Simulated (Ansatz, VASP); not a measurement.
**Two plane-wave programs on HfO2**

```
Hf O
1.0
     0.00000    2.46593    2.52916
     2.46593    0.00000    2.52916
     2.46593    2.46593    0.00000
Hf O
1 2
Cartesian
  0.0000 0.0000 0.0000
  1.2330 1.2330 1.2646
  3.6989 3.6989 3.7937
```

Change from the starting cell: strain -0.025 along x and y, +0.000 along z, atoms carried along.

Alike in both runs: task single point; functional r2SCAN; k mesh 8 × 8 × 8; occupations gaussian, width 0.05 eV; no spin polarisation.

|  | VASP | Ansatz |
| --- | --- | --- |
| version | VASP 6.6.1 | Ansatz 0.2.0 |
| potentials or method | VASP PAW PBE potentials, release 64 (Hf_pv, O) | scalar-relativistic, plane waves, PAW |
| plane-wave cutoff (eV) | 520 | 500 |
| valence electrons in the cell | 22 | 38 |

Ansatz gave:

| Item | Value |
| --- | --- |
| gap on the k mesh at the Fermi level (eV) | 4.25 |
| least direct gap on the mesh (eV) | 4.30 |
| pressure (GPa) | 15.3 |
| largest component of the traceless stress (GPa) | 8.87 |

Q: What did VASP give for the same quantities?

A: gap on the k mesh at the Fermi level (eV): 4.27; least direct gap on the mesh (eV): 4.33; pressure (GPa): 10.8; largest component of the traceless stress (GPa): 9.04.

One of these differences is far larger than is usual between the two programs; its cause wasn't traced. The two sets of potentials don't hold the same shells in valence.

Caveats: the PAW data sets were made with another functional, which shifts forces and pressure a little (VASP); spin-orbit coupling is left out, which moves the levels of the heavy elements. A k mesh can miss the band edges.
